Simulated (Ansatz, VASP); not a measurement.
AlN: VASP beside Ansatz

```
CELL_PARAMETERS angstrom
3.34441 0.00000 0.02289
-1.67220 2.89319 -0.01144
0.02894 0.00000 4.35172
ATOMIC_POSITIONS crystal
Al 0.34249 0.68498 0.75000
Al 0.67557 0.35113 0.25000
N 0.35901 0.71801 0.25000
N 0.62293 0.24587 0.75000
```

Alike in both runs: task single point; functional PBE; k mesh 9 × 9 × 6; occupations gaussian, width 0.02 eV; no spin polarisation.

|  | VASP | Ansatz |
| --- | --- | --- |
| version | VASP 6.6.1 | Ansatz 0.2.0 |
| potentials or method | VASP PAW PBE potentials, release 64 (Al, N) | scalar-relativistic, plane waves, PAW |
| plane-wave cutoff (eV) | 520 | 420 |
| valence electrons in the cell | 16 | 16 |

Ansatz gave:

| Item | Value |
| --- | --- |
| gap on the k mesh at the Fermi level (eV) | 2.37 |
| least direct gap on the mesh (eV) | 2.37 |
| pressure (GPa) | 1.4 |
| largest component of the traceless stress (GPa) | 30.57 |
| rms of the force components (eV/Å) | 3.450 |

Question: What did VASP give for the same quantities?

Answer: gap on the k mesh at the Fermi level (eV): 2.37; least direct gap on the mesh (eV): 2.37; pressure (GPa): 1.3; largest component of the traceless stress (GPa): 30.75; rms of the force components (eV/Å): 3.471.

Atom by atom the forces differ by 0.022 eV/Å (rms over components).

Caveats: an odd mesh through Γ misses points on the zone boundary, where band edges often lie; forces of over 1 eV/Å show positions far from the minimum, so gaps and moduli don't describe the material at rest.
